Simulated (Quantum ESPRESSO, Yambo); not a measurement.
# A GW chain in Yambo: CdS (Hawleyite), part 3 of 3

Wanted: ground state, empty states, screening and self-energy for CdS (Hawleyite).

Quantum ESPRESSO 7.5 and Yambo 5.3.0; PBE and many-body steps on it, plane waves. Known limits of the many-body steps: not at the basis limit; no spin-orbit coupling; coarse k mesh.

So far. Step 3 (Bands along the symmetry lines): The gap is 1.145 eV, as in the run before at this level. Step 4 (Empty states on the mesh, 4×4×4 mesh, 125 bands): On this mesh the gap is 1.145 eV.

### 6. Screening and self-energy, 4×4×4 mesh, 125 bands, screening to 163.3 eV

G0W0 replaces the xc potential by the self-energy, built once from these orbitals. Only a window of levels is corrected, while the sums run over the empty bands that the input names.

This step: G0W0 on PBE, plane waves, norm-conserving pseudopotentials.

Input file gw1.in:

```
HF_and_locXC
gw0
dyson
ppa
em1d
rim_cut
RandQpts= 1000000
RandGvec= 1 RL
EXXRLvcs= 94 Ry
VXCRLvcs= 376 Ry
Chimod= "HARTREE"
% BndsRnXp
 1 | 125 |
%
NGsBlkXp= 12 Ry
% LongDrXp
 1 | 1 | 1 |
%
% GbndRnge
 1 | 125 |
%
DysSolver= "n"
ExtendOut
PPAPntXp= 27.21138 eV
% QPkrange
 1 | 8 | 5 | 17 |
%
```

Run with:

```
OMP_NUM_THREADS=1 mpirun -n 4 yambo -F gw1.in -J gw1 -C gw1 > gw1.log
```

The program printed:

```text
 Yambo, version 5.3.0

 [02] CORE Variables Setup
 =========================

  [... cell, symmetries and grids as in the set-up ...]

  [02.05] Energies & Occupations
  ==============================

  [X] === General ===
  [X] Electronic Temperature                        :  0.000000  0.000000 [eV K]
  [X] Bosonic    Temperature                        :  0.000000  0.000000 [eV K]
  [X] Finite Temperature mode                       : no
  [X] El. density                                   :  0.52403E+24 [cm-3]
  [X] Fermi Level                                   :  6.982057 [eV]

  [X] === Gaps and Widths ===
  [X] Conduction Band Min                           :  1.144724 [eV]
  [X] Valence Band Max                              :  0.000000 [eV]
  [X] Filled Bands                                  :  13
  [X] Empty Bands                                   :   14  125
  [X] Direct Gap                                    :  1.144724 [eV]
  [X] Direct Gap localized at k                     :  1
  [X] Indirect Gap                                  :  1.144724 [eV]
  [X] Indirect Gap between kpts                     :  1  1
  [X] Last valence band width                       :  2.183510 [eV]
  [X] 1st conduction band width                     :  4.279643 [eV]

 [03] Transferred momenta grid and indexing
 ==========================================

 IBZ Q-points                                      :   8
 BZ  Q-points                                      :   64

 K/Q-points units:
 rlu = crystal or reduced units; cc = cartesian coordinates; iku = interal k-units

 Q [1]          [rlu]:  0.000000  0.000000  0.000000
 Q [2]          [rlu]: -0.40681E-17 -0.40681E-17  0.25000
 Q [3]          [rlu]:  0.81362E-17  0.81362E-17 -0.50000
 Q [4]          [rlu]: -0.62139E-17  0.25000      0.25000
 Q [5]          [rlu]: -0.38278E-17  0.25000      0.50000
 Q [6]          [rlu]:  0.81362E-17  0.25000     -0.25000
 Q [7]          [rlu]:  0.12428E-16 -0.50000     -0.50000
 Q [8]          [rlu]:  0.250000 -0.500000 -0.250000

 [04] Coloumb potential Random Integration (RIM)
 ===============================================

  [04.01] RIM initialization
  ==========================

  * Diagonal components only detected *

  8 x (sBL volume)        :  0.092606 [a.u.]
  sBZ random points       :  1000000
  Points outside the sBZ  :   7987327
  RL volume               :  0.740845 [a.u.]
  Integrated volume       :  0.742020 [a.u.]

  [04.02] RIM integrals
  =====================

  Gamma point sphere radius             :  0.082066 [a.u.]
  Points outside the sphere             :   799513
  [Int_sBZ(q=0) 1/q^2]*(Vol_sBZ)^(-1/3) =:  7.764325
                                 should be <:  7.795600

  Summary of Coulomb integrals for non-metallic bands |Q|[au] RIM/Bare

  Q [1] 0.100000E-4 0.995988 * Q [2] 0.246825 1.065884
  Q [4] 0.285009 1.064810 * Q [6] 0.403064 1.027704
  Q [5] 0.472634 1.020409 * Q [3] 0.493651 1.018308
  Q [7] 0.570019 1.014905 * Q [8] 0.637300 1.011860

 [05] Dipoles
 ============

  [05.01] Setup: observables and procedures
  =========================================

 [06] Dynamic Dielectric Matrix (PPA)
 ====================================

 [WR./gw1//ndb.pp]---------------------------------------------------------------
  Brillouin Zone Q/K grids (IBZ/BZ)                :    8   64    8   64
  RL vectors                                       :   6183 [WF]
  Coulomb cutoff potential                         : none
  Electronic Temperature                           :  0.000000 [K]
  Bosonic    Temperature                           :  0.000000 [K]
  PPA    diel. fun.  energies                      : Perdew, Burke & Ernzerhof(X)+Perdew, Burke & Ernzerhof(C)
  wavefunctions                                    : Perdew, Burke & Ernzerhof(X)+Perdew, Burke & Ernzerhof(C)
  Global Gauge                                     : length
  X matrix size                                    :  283
  X band range                                     :    1  125
  X e/h energy range                               : -1.000000 -1.000000 [eV]
  X Time ordering                                  : R
  X Hxc Kernel                                     : HARTREE
  X Drude frequency                                :  0.000000  0.000000
  X poles                                          :  100.0000 [o/o]
  RL vectors in the sum                            :   6183
  [r,Vnl] included                                 : yes
  Field direction                                  :  0.577350E-5  0.577350E-5  0.577350E-5
  BZ energy Double Grid                            : no
  BZ energy DbGd points                            : 0
  BZ Q point size factor                           : -1.000000
  X Optical Averaged directions                    : none

 [07] Local Exchange-Correlation + Non-Local Fock
 ================================================

 [VXC] Plane waves :   41151
 [EXS] Plane waves :   5161

 QP @ state[ 1 ] K range:   1   8
 QP @ state[ 1 ] b range:   5  17

 [xc] Functional : Perdew, Burke & Ernzerhof(X)+Perdew, Burke & Ernzerhof(C)
 [xc] LIBXC used to calculate xc functional
  PP Number of Atomic Species                      :  2
  NLCC RL compoments                               :   41151
  PP Number of Atomic Species                      :  2
  NLCC RL compoments                               :   41151

 [xc] E_xc :  -17.59455 [Ha]
      E_xc :  -35.18910 [Ry]

  Local XC kind (lXC) : Perdew, Burke & Ernzerhof(X)+Perdew, Burke & Ernzerhof(C)
  Non-Local XC kind (nlXC) : Hartree-Fock

  Corrections @ K [1] :  [eV]
 <5|nlXC|5> = -21.07888 -0.10299E-16 <5|lXC|5> = -13.24968 -0.37763E-15
 <6|nlXC|6> = -32.37621 -0.45728E-17 <6|lXC|6> = -24.58813  0.18882E-15
 <7|nlXC|7> = -32.37624 -0.15939E-17 <7|lXC|7> = -24.58812 -0.18882E-15
 <8|nlXC|8> = -32.37619 -0.28777E-17 <8|lXC|8> = -24.58812  0.18882E-15
 <9|nlXC|9> = -33.80223 -0.27816E-16 <9|lXC|9> = -26.00962 -0.94408E-16
 <10|nlXC|10> = -33.80223  0.62805E-17 <10|lXC|10> = -26.00962  0.000000
 <11|nlXC|11> = -18.34332 -0.17206E-16 <11|lXC|11> = -15.38909  0.17702E-16
 <12|nlXC|12> = -18.34339 -0.39105E-17 <12|lXC|12> = -15.38909  0.94408E-16
 <13|nlXC|13> = -18.34337  0.64188E-17 <13|lXC|13> = -15.38909  0.000000
 <14|nlXC|14> = -6.737015  0.70529E-17 <14|lXC|14> = -10.63635  0.18882E-15
[...]
Corrections @ K [2] :  [eV]
[...]
Corrections @ K [3] :  [eV]
[...]
Corrections @ K [4] :  [eV]
[...]
Corrections @ K [5] :  [eV]
[...]
[... 2 further k-points ...]
  Corrections @ K [8] :  [eV]
[...]
<13|nlXC|13> = -17.08930  0.19754E-17 <13|lXC|13> = -13.38562  0.94408E-16
 <14|nlXC|14> = -7.942450 -0.45684E-17 <14|lXC|14> = -13.18907 -0.14161E-15
 <15|nlXC|15> = -6.183016 -0.34718E-18 <15|lXC|15> = -10.21302  0.35403E-16
 <16|nlXC|16> = -4.973983 -0.22983E-18 <16|lXC|16> = -9.945320  0.000000
 <17|nlXC|17> = -5.002787 -0.16180E-17 <17|lXC|17> = -9.439309 -0.39091E-16

  [07.01] Hartree-Fock occupations report
  =======================================

  [Hartree-Fock] === General ===
  [Hartree-Fock] Electronic Temperature             :  0.000000  0.000000 [eV K]
  [Hartree-Fock] Bosonic    Temperature             :  0.000000  0.000000 [eV K]
  [Hartree-Fock] Finite Temperature mode            : no
  [Hartree-Fock] El. density                        :  0.52403E+24 [cm-3]
  [Hartree-Fock] Fermi Level                        :  6.982057 [eV]

  [Hartree-Fock] === Gaps and Widths ===
  [Hartree-Fock] Conduction Band Min                :  5.044058 [eV]
  [Hartree-Fock] Valence Band Max                   : -2.954277 [eV]
  [Hartree-Fock] Filled Bands                       :  13
  [Hartree-Fock] Empty Bands                        :   14  125
  [Hartree-Fock] Direct Gap                         :  7.998335 [eV]
  [Hartree-Fock] Direct Gap localized at k          :  1
  [Hartree-Fock] Indirect Gap                       :  7.998335 [eV]
  [Hartree-Fock] Indirect Gap between kpts          :  1  1
  [Hartree-Fock] Last valence band width            :  2.932915 [eV]
  [Hartree-Fock] 1st conduction band width          :  5.626925 [eV]

 [08] Dyson equation: Newton solver
 ==================================

  [08.01] G0W0 (W PPA)
  ====================

  [  GW  ] Bands range     :    1  125
  [GW/PPA] G damping       :  0.100000 [eV]

  QP @ state[ 1 ] K range:   1   8
  QP @ state[ 1 ] b range:   5  17

   Sc/G bands                                       :    1  125
   Sc/G damping                                     :  0.100000 ev
   Sc bands terminator                              : no
   Sx RL components                                 :   5161

   QP @ state[ 1 ] K range                          :   1   8
   QP @ state[ 1 ] b range                          :   5  17
   GF energies kind                                 : Perdew, Burke & Ernzerhof(X)+Perdew, Burke & Ernzerhof(C)
   GF WF`s kind                                     : Perdew, Burke & Ernzerhof(X)+Perdew, Burke & Ernzerhof(C)
   Xs energies kind                                 : Perdew, Burke & Ernzerhof(X)+Perdew, Burke & Ernzerhof(C)
   Xs WF`s kind                                     : Perdew, Burke & Ernzerhof(X)+Perdew, Burke & Ernzerhof(C)

 [11] Game Over & Game summary
```

It took 13 min on 4 MPI ranks of Arm Neoverse V1, shared host; peak memory 2.1 GiB.

This step gave:

| Quantity | Value |
| --- | --- |
| G0W0 gap on the mesh | 2.129 eV |
| starting gap on the mesh | 1.145 eV |
| k of the valence top | 0, 0, 0 |
| k of the conduction bottom | 0, 0, 0 |
| least direct G0W0 gap on the computed points | 2.129 eV |
| Z at the valence top | 0.7863 |
| Z at the conduction bottom | 0.8158 |

The gap on the mesh goes from 1.14 eV to 2.13 eV, a correction of +0.98 eV.

Limits: finite bands, cutoff and mesh; no spin-orbit coupling; coarse k mesh. v1 is the top filled band, c1 the lowest empty one. Levels before and after the correction, in eV, zero at the valence-band top of each column:

```
           conduction bottom  valence top
Kohn-Sham               1.14         0.00
     G0W0               2.13         0.00
```

```
             level  energy (eV)
Kohn-Sham     Γ v4       -7.244
Kohn-Sham  Γ v3-v1        0.000
Kohn-Sham     Γ c1        1.145
Kohn-Sham  Γ c2-c4        6.531
     G0W0     Γ v4       -7.740
     G0W0  Γ v3-v1        0.000
     G0W0     Γ c1        2.129
     G0W0  Γ c2-c4        7.776
```

### 7. Where the time went

Times are wall times on the hardware named with each run, good to a factor of about two.

```
                          step    time  share  memory (GiB)
                  ground state   8.9 s    1 %           0.3
bands along the symmetry lines   7.7 s    1 %          0.25
      empty states on the mesh    14 s    2 %          0.43
         conversion and set-up   2.9 s    0 %          0.25
     screening and self-energy  13 min   96 %           2.1
```

### 8. What came out

- PBE gap: 1.14 eV, direct
- G0W0 gap on the mesh: 2.13 eV
- GW settings: 4×4×4 mesh, 125 bands, screening to 163.3 eV, Godby-Needs plasmon pole
- known limits: not at the basis limit; no spin-orbit coupling; coarse k mesh

G0W0 moves the gap on the mesh from 1.14 eV to 2.13 eV (+0.98 eV), with Z of 0.79 and 0.82 at the edges. The dearest step here is «screening and self-energy». Against experiment, by G0W0@PBE: the gap of 2.13 eV lies −0.29 eV from the measured 2.42 eV (optical, 1995). An exciton line or allowed optical edge lies below the quasiparticle gap by the binding energy; a forbidden edge can push the onset above it. The calculation has static nuclei and no excitons; a measured gap holds zero-point and thermal motion, which mostly lowers it. Bands and cutoff are finite, so the gap is not at the basis limit. The miss can reach some tenths of an eV and take either sign; the mesh is an error of its own. The 4×4×4 mesh is coarse for this cell, which bears on the long-range parts of exchange and screening. The many-body steps are scalar-relativistic: spin-orbit coupling is not in them.

[Paths, hosts, dates, memory and timing lines, banners, echoed tables and standing remarks are left out of the program output.]

[Logs are printed without paths, hosts, clocks, repeated set-up lines and the standing remarks that a program may print on its own settings, such as how far it seeks lower states.]

[Runs of the session that timed out or met a known fault of the program may be left out.]

[Hosts, paths, dates, database ids (printed as entryN), source tags and the programs' standing remarks are cut or masked in the printed files.]
